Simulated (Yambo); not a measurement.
# BeTe in Yambo: convergence with exchange cutoff

Crystal: BeTe.

```xyz
2
Lattice="0.0000 2.6941 2.6941 2.6941 0.0000 2.6941 2.6941 2.6941 0.0000" Properties=species:S:1:pos:R:3 pbc="T T T"
Te    4.0411    4.0411    4.0411
Be    0.0000    0.0000    0.0000
```

The cell isn't the ideal one: cell squeezed.

- Program: Yambo 5.3.0
- Task: G0W0 quasiparticle levels
- Functional: LDA
- Potentials or basis: PseudoDojo 0.4.1 SR LDA standard
- Cutoff: 1197 eV
- Density cutoff: 4789 eV
- k mesh: 4 × 4 × 4
- Occupations: fixed
- Spin: no spin polarisation
- Form of the LDA: PW92
- Random integration of the Coulomb term: yes
- Direction of the field or of q to 0: x + y + z
- Broadening: 0.1 eV
- States corrected: Γ and the k points of the band edges
- Frequency dependence of W: plasmon pole
- Terminator of the band sum in the self-energy: none
- Quasiparticle equation: linearised (Newton)
- Imaginary frequency of the plasmon-pole fit: 27.2114 eV
- Bands in the response: 210
- Bands in the self-energy: 210
- Cutoff of the response matrix: 3 Ry
- Cutoff of exchange and Vxc: 14 Ry
- Bands corrected (first, last): [9, 12]

These are the settings of the first run; the series varies exchange cutoff, with any setting tied to it.

Hardware: Intel(R) Xeon(R) 6975P-C (Granite Rapids) (shared host).

| exchange cutoff | quasiparticle gap at the points computed (eV) |
| --- | --- |
| 14 Ry | 2.646 |
| 22 Ry | 2.668 |
| 29 Ry | 2.668 |
| 44 Ry | 2.658 |
| 66 Ry | 2.650 |
| 88 Ry | 2.648 |
| 176 Ry | 2.648 |

Against the tightest run, the quasiparticle gap at the points computed stays within 0.05 eV from 14 Ry on. The tightest run that finished is the yardstick and may itself not be fully converged.

Caveat, for the tightest run too: the k mesh is coarse (spacing up to 0.50 Å⁻¹), so the values aren't converged; mesh, valence shells or block size may be too small for converged GW; the basis isn't converged for GW; the potentials hold a filled d shell without the s and p states of that shell, which can shift GW gaps by tenths of an eV, either way; this version prints the column dSc/dw multiplied by 27.2; spin-orbit coupling is left out, which moves the levels of the heavy elements.
